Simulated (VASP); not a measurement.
# Sb (I4/mmm) in VASP: further runs, part 2 of 2

VASP 6.6.1. Earlier steps stand in the parts before.

## 5. Single point, r2SCAN

The input, INCAR:

```
ADDGRID = False
ALGO = Normal
EDIFF = 1E-6
ENCUT = 600
ISIF = 2
ISMEAR = 0
LASPH = True
LCHARG = False
LMIXTAU = True
LREAL = False
LWAVE = False
METAGGA = R2SCAN
NBANDS = 8
NELM = 100
PREC = Accurate
SIGMA = 0.05
```

The input, KPOINTS:

```
k-points
0
Gamma
  5 5 5
```

The input, POSCAR:

```
Sb
1.0
   -1.5638750000      1.6131910000      2.7402030000
    1.6104090000     -1.5604430000      2.7365900000
    1.5281950000      1.5247630000     -2.7095380000
Sb
1
Direct
    0.0004760000      0.0218010000      0.0165680000
```

Potentials or basis: VASP PAW PBE potentials, release 64 (Sb).

Run with:

```bash
> cat potpaw_PBE.64/Sb/POTCAR > POTCAR
> mpirun -np 1 vasp_std > vasp.out
```

OUTCAR:

```text
EDIFF = 1E-6
   ENCUT = 600
   ISIF = 2
   ISMEAR = 0
   LASPH = True
   LREAL = False
   METAGGA = R2SCAN
   NELM = 100
   PREC = Accurate

 Found     63 irreducible k-points:

 Following reciprocal coordinates:
            Coordinates               Weight
  0.000000  0.000000  0.000000      1.000000
  0.200000  0.000000 -0.000000      2.000000
  0.400000  0.000000 -0.000000      2.000000
  0.000000  0.200000  0.000000      2.000000
  0.200000  0.200000 -0.000000      2.000000
  0.400000  0.200000 -0.000000      2.000000
[... 141 lines left out ...]

------------------------ aborting loop because EDIFF is reached ----------------------------------------

  FORCE on cell =-STRESS in cart. coord.  units (eV):
  Direction    XX          YY          ZZ          XY          YZ          ZX
  --------------------------------------------------------------------------------------
  -------------------------------------------------------------------------------------
  Total        0.1477295      0.1539049      0.1231518     -0.2131303      0.3170465      0.3136026
  in kB        8.7786548      9.1456212      7.3181525    -12.6650248     18.8401253     18.6354729
  external PRESSURE =       8.4141428 kB  Pullay stress =       0.0000000 kB

 VOLUME and BASIS-vectors are now :
 -----------------------------------------------------------------------------
  energy-cutoff  :      600.00
  volume of cell :       26.96
      direct lattice vectors                 reciprocal lattice vectors
    -1.563875000  1.613191000  2.740203000     0.002055809  0.316948054  0.179518554
     1.610409000 -1.560443000  2.736590000     0.317083613  0.001847581  0.179876686
     1.528195000  1.524763000 -2.709538000     0.322328449  0.322401118 -0.005843793

 POSITION                                       TOTAL-FORCE (eV/Angst)
 -----------------------------------------------------------------------------------
      0.05968     -0.00799      0.01607         0.000000      0.000000      0.000000
 -----------------------------------------------------------------------------------
    total drift:                                0.000000      0.000000     -0.000000

  FREE ENERGIE OF THE ION-ELECTRON SYSTEM (eV)
  ---------------------------------------------------
  free  energy   TOTEN  =       -25.1988146150 eV

  energy  without entropy=      -25.1982376794  energy(sigma->0) =      -25.19852615
```

OSZICAR:

```text
N       E                     dE             d eps       ncg     rms          rms(c)
DAV:   1    -0.157873114404E+02   -0.15787E+02   -0.18841E+03  1008   0.479E+02
DAV:   2    -0.257092747698E+02   -0.99220E+01   -0.97161E+01  1456   0.576E+01
DAV:   3    -0.258198927847E+02   -0.11062E+00   -0.11013E+00  1208   0.684E+00
DAV:   4    -0.258201988527E+02   -0.30607E-03   -0.30607E-03  1512   0.445E-01
DAV:   5    -0.258201996694E+02   -0.81667E-06   -0.81586E-06  1360   0.159E-02    0.151E+00
DAV:   6    -0.250844986170E+02    0.73570E+00   -0.12687E-01  1064   0.265E+00    0.976E-01
DAV:   7    -0.252361966111E+02   -0.15170E+00   -0.11108E-01  1008   0.231E+00    0.155E-01
DAV:   8    -0.251984083124E+02    0.37788E-01   -0.59731E-02  1040   0.177E+00    0.673E-02
DAV:   9    -0.251982564462E+02    0.15187E-03   -0.33009E-04  1448   0.144E-01    0.757E-02
DAV:  10    -0.251974999300E+02    0.75652E-03   -0.57128E-04  1048   0.184E-01    0.472E-02
DAV:  11    -0.251985105286E+02   -0.10106E-02   -0.10416E-03  1104   0.288E-01    0.520E-02
DAV:  12    -0.251986723001E+02   -0.16177E-03   -0.66432E-05  1048   0.745E-02    0.431E-02
DAV:  13    -0.251983825350E+02    0.28977E-03   -0.12834E-04  1056   0.957E-02    0.687E-02
DAV:  14    -0.251988124595E+02   -0.42992E-03   -0.56938E-04  1040   0.209E-01    0.982E-03
DAV:  15    -0.251988145669E+02   -0.21074E-05   -0.49042E-06  1504   0.175E-02    0.864E-03
DAV:  16    -0.251988146150E+02   -0.48061E-07   -0.28966E-08   552   0.152E-03
   1 F= -.25198815E+02 E0= -.25198526E+02  d E =-.576936E-03
```

It took 54 s on 1 thread of Intel Xeon Platinum 8375C at 2.90GHz (Ice Lake), shared host; peak memory 0.17 GiB.

These settings aren't checked as converged: the numbers below hold their error.

What came out:

```
Free energy            : -25.1988 eV
Pressure               : 0.8 GPa
Band gap on the k mesh : none (metal or under the smearing width)
```

Caveat: the k mesh is coarse (spacing up to 0.57 Å⁻¹), so the values aren't converged; the PAW data sets were made with another functional, which shifts forces and pressure a little.

## 6. Single point, r2SCAN

Edit INCAR of step 5 so:

```diff
@@ -3,3 +3,3 @@
 EDIFF = 1E-6
-ENCUT = 600
+ENCUT = 350
 ISIF = 2
```

The input, KPOINTS:

```
k-points
0
Gamma
  7 7 7
```

The input, POSCAR:

```
Sb
1.0
   -1.5765401831      1.5765401831      2.7119384313
    1.5765401831     -1.5765401831      2.7119384313
    1.5765401831      1.5765401831     -2.7119384313
Sb
1
Direct
    0.0000000000      0.0000000000      0.0000000000
```

Potentials or basis: VASP PAW PBE potentials, release 64 (Sb).

Run with:

```bash
> cat potpaw_PBE.64/Sb/POTCAR > POTCAR
> mpirun -np 1 vasp_std > vasp.out
```

Wall time 17 s (1 thread of Intel Xeon Platinum 8375C at 2.90GHz (Ice Lake), shared host); peak memory 0.13 GiB.

The run converged, but some of its settings lie outside the range that counts as converged, so its numbers aren't taken as properties of the crystal.

What came out:

| Quantity | Value |
| --- | --- |
| Free energy | -25.2366 eV |
| Pressure | 1.9 GPa |
| Band gap on the k mesh | none (metal or under the smearing width) |

Caveat: the k mesh is coarse (spacing up to 0.40 Å⁻¹), so the values aren't converged; the PAW data sets were made with another functional, which shifts forces and pressure a little.

## 7. For comparison

An earlier run on the cell as given: functional PBEsol; potentials or basis VASP PAW PBE potentials, release 64 (Sb); cutoff 520 eV; k mesh 12 × 12 × 12; occupations fermi-dirac, width 0.05 eV; no spin polarisation.

* Pressure: -1.3 GPa
* Band gap on the k mesh: none (metal or under the smearing width)
